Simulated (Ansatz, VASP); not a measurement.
# Ag in VASP and in Ansatz

```
Ag
1.0
     0.00000    1.98079    1.98079
     1.98079    0.00000    1.98079
     1.98079    1.98079    0.00000
Ag
1
Direct
  0.00000 0.00000 0.00000
```

Alike in both runs: functional PBEsol; k mesh 24 × 24 × 24; occupations fermi-dirac, width 0.1 eV; no spin polarisation.

Ansatz relaxed the structure, and its values are those at the end. VASP's run is a single point on that final structure, the one shown.

```csv
,VASP,Ansatz
version,VASP 6.6.1,Ansatz 0.2.0
potentials or method,"VASP PAW PBE potentials, release 64 (Ag)","PAW with Ansatz's default frozen-core files, scalar-relativistic"
plane-wave cutoff (eV),520,420
valence electrons in the cell,11,19
```

```csv
,VASP,Ansatz,Ansatz less VASP
pressure (GPa),9.7,10.0,+0.35
```

The functional is the same, so the differences come from potentials, cutoffs and numerics. The two sets of potentials don't hold the same shells in valence.

Caveats: the PAW data sets were made with another functional, which shifts forces and pressure a little (VASP).
